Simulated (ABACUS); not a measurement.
Si in ABACUS: the effect of functional

The system is Si.

```
Si
1.0
     3.83132    0.00000    0.00000
    -1.91566    3.31802    0.00000
     0.00000    0.00000    6.33262
Si
4
Direct
  0.66667 0.33333 0.93699
  0.33333 0.66667 0.06301
  0.33333 0.66667 0.43699
  0.66667 0.33333 0.56301
```

This isn't the form of Si at room conditions, which is diamond.

Alike in all runs:

| Quantity | Value |
| --- | --- |
| Program | ABACUS 3.10.1 |
| Task | single point |
| Potentials or basis | SG15 ONCV 1.2 PBE |
| Cutoff | 1361 eV |
| Density cutoff | 5442 eV |
| Basis | DZP LCAO (the cutoffs set its grid) |
| k mesh | 8 × 8 × 4 |
| Occupations | fermi-dirac, width 0.05 eV |
| Spin | no spin polarisation |

| functional | gap on the mesh (eV) | pressure (GPa) |
| --- | --- | --- |
| LDA | 0.32 | 2.0 |
| PBEsol | 0.34 | 2.0 |
| AM05 | 0.35 | 2.3 |
| PW91 | 0.49 | 2.7 |
| r2SCAN | ? | ? |

**Question.** What does the run with functional r2SCAN give?

**Answer.** gap on the mesh 0.60 eV; pressure 1.9 GPa.

Caveats: the atomic orbitals were generated for these runs and aren't a published set; the potentials were made for another functional, which shifts forces and pressure; the basis of atomic orbitals isn't converged, which shifts pressures, moduli and gaps.

A k mesh can miss the band edges.

Runs at the PBE level aren't shown here.
